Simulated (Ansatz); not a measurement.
# A series in temperature on LiF

Results calculated with Ansatz 0.2.0, not measured. Harmonic vibrational free energy, entropy and heat capacity at constant volume, per atom, from the force constants of a q mesh, imaginary modes left out; plane waves with PAW datasets, Gamma-centred k mesh.

Structure of every row (space group Fm-3m, No. 225):
```
LiF
1.0
      0.0000     2.0340     2.0340
      2.0340     0.0000     2.0340
      2.0340     2.0340     0.0000
Li F
1 1
Direct
  0.50000 0.50000 0.50000
  0.00000 0.00000 0.00000
```

Settings of every row: functional PBE; dispersion none; spin none; wave cutoff 420 eV; k mesh 12x12x12; occupations fixed; smearing width 0 eV; pressure 0 GPa; phonon method linear response; q mesh 4x4x4.

```csv
row,temperature (K),phonon heat capacity (kB/atom),phonon entropy (kB/atom),phonon free energy (meV/atom)
1,200,2.04,1.398,48.3
2,300,2.492,2.324,32.2
3,400,2.694,3.072,8.8
4,500,2.797,3.686,-20.4
5,600,2.856,4.201,-54.4
6,700,2.893,4.644,-92.6
7,800,2.917,5.032,-134.3
8,900,2.934,5.377,-179.2
9,1000,?,?,?
```

Question: what phonon heat capacity and phonon entropy should row 9 give?

Worked fit of phonon heat capacity. At high temperature a harmonic heat capacity falls short of its limit by a term in 1/T², so take t = (100 K / T)². The shown rows have t = 0.25, 0.11111, 0.0625, 0.04, 0.02778, 0.02041, 0.01562, 0.01235. Least squares give phonon heat capacity = 2.9951 − 5.1226 × t + 5.212 × t² kB/atom; a straight line predicts inner rows, each left out in turn, worse (root mean square 0.029 against 0.0024 kB/atom). The rows lie off it by 0.000, 0.002, -0.001, -0.002, -0.001, 0.000, 0.001, 0.001. The constant, 2.9951 kB/atom, is to be held against the harmonic limit of 3 k_B an atom. The withheld row has t = 0.01, so the fit gives 2.9951 − 5.1226 × (0.01) + 5.212 × (0.01)² = 2.944 kB/atom.

The calculation gave 2.947 kB/atom. The fit lies 0.003 kB/atom (0.33 % of the column's range) below it; its largest miss of a shown row is 0.002 kB/atom. This row lies beyond the range of the fit.

Worked fit of phonon entropy. Entropy rises as the heat capacity times the change of ln T, so take t = ln(T / 300 K). The shown rows have t = -0.4055, 0, 0.2877, 0.5108, 0.6931, 0.8473, 0.9808, 1.0986. Least squares give phonon entropy = 2.3445 + 2.47085 × t + 0.27434 × t² kB/atom; a straight line predicts inner rows, each left out in turn, worse (root mean square 0.058 against 0.015 kB/atom). The rows lie off it by 0.010, -0.021, -0.006, 0.008, 0.012, 0.009, 0.000, -0.013 (root mean square 0.011 kB/atom), a smooth pattern that one more power would take up: the form is only approximate. The slope at t = 0, 2.47 kB/atom, estimates the heat capacity at 300 K. The withheld row has t = 1.204, so the fit gives 2.3445 + 2.47085 × (1.204) + 0.27434 × (1.204)² = 5.717 kB/atom.

The calculation gave 5.687 kB/atom. The fit lies 0.030 kB/atom (0.7 % of the column's range) above it; its largest miss of a shown row is 0.021 kB/atom. This row lies beyond the range of the fit.

The other values of row 9: phonon free energy -226.9 meV/atom.
